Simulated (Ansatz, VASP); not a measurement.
One calculation of W, two programs

```
W
1.0
    -1.58822    1.57940    1.57940
     1.59414   -1.59118    1.59711
     1.59414    1.59711   -1.59118
W
1
Direct
  0.00000 0.00000 0.00000
```

Alike in both runs: functional PBE; k mesh 15 × 15 × 15; occupations fermi-dirac, width 0.1 eV; no spin polarisation.

Ansatz relaxed the structure, and its values are those at the end. VASP's run is a single point on that final structure, the one shown.

|  | VASP | Ansatz |
| --- | --- | --- |
| version | VASP 6.6.1 | Ansatz 0.2.0 |
| potentials or method | VASP PAW PBE potentials, release 64 (W_sv) | plane waves, PAW |
| plane-wave cutoff (eV) | 520 | 550 |
| valence electrons in the cell | 14 | 14 |

VASP gave:

- pressure (GPa): 1.6

What did Ansatz give for the same quantities?

Pressure (GPa): 1.0.

Ansatz warned: «symmetry_narrowed_by_cell_relaxation».

The runs have no spin-orbit coupling, so splittings on W are missing.
